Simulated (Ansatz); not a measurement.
The parent structure is GeTe (space group R3m, No. 160).

```
CELL_PARAMETERS angstrom
      2.11331     1.22012     3.63992
     -2.11331     1.22012     3.63992
      0.00000    -2.44024     3.63992
ATOMIC_POSITIONS crystal
  Ge 0.23423 0.23423 0.23423
  Te 0.76577 0.76577 0.76577
```

Cartesian axes are those of the cell as printed.

Calculations: PBE (Ansatz, an electronic-structure program, PAW, spin-orbit coupling left out).

Modification: the symmetric strain tensor [-0.0194 0.0132 0.0002; 0.0132 -0.0055 -0.0175; 0.0002 -0.0175 0.0084], atoms relaxed at fixed cell.

Q: What happens to the energy relative to the base and largest internal atomic displacement?

A: The energy grows by 6.8 meV/atom; the largest internal atomic displacement amounts to 0.037 Å.

Stability against distortions was not tested.
